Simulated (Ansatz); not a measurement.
Runs of Ansatz 0.2.0 on MoS2. Symmetry: P6_3/mmc, No. 194, hexagonal system. The conventional cell has a = 3.169 Å, b = 3.169 Å, c = 12.324 Å, α = 90.00°, β = 90.00°, γ = 120.00°. Mo (site symmetry -6m2) is surrounded by 6 S at 2.41 Å. S (site symmetry 3m) is surrounded by 3 Mo at 2.41 Å. 

```csv
level,cutoff (eV),gap on the mesh (eV),pressure (GPa),largest force (eV/Å)
r2SCAN,500,1.03,0.8,0.24
BLYP,420,0.94,9.4,0.33
RPBE,420,(a),4.7,-
revPBE,420,0.96,(c),0.02
LDA,420,0.85,-5.7,0.48
PBE,420,0.93,2.0,(d)
PBEsol,420,0.88,-3.0,(b)
```

Alike in all rows: task band structure; potentials or basis Ansatz PAW; no spin polarisation; cell as given; k mesh 10 × 10 × 3; smearing fermi-dirac 0.05 eV.

**Question.** Estimate the missing entries.

**Answer.** (a) 0.97; (b) 0.31; (c) 3.9; (d) 0.07.

Caveats: the PAW data sets come from PBE, with cores solved anew for the run's functional, which leaves a small shift of forces and pressure (some runs); this functional lacks dispersion, which binds the layers, so the pressure and a relaxed spacing across them are unreliable (some runs).

A k mesh can miss the band edges, and the runs leave out spin-orbit coupling on Mo.
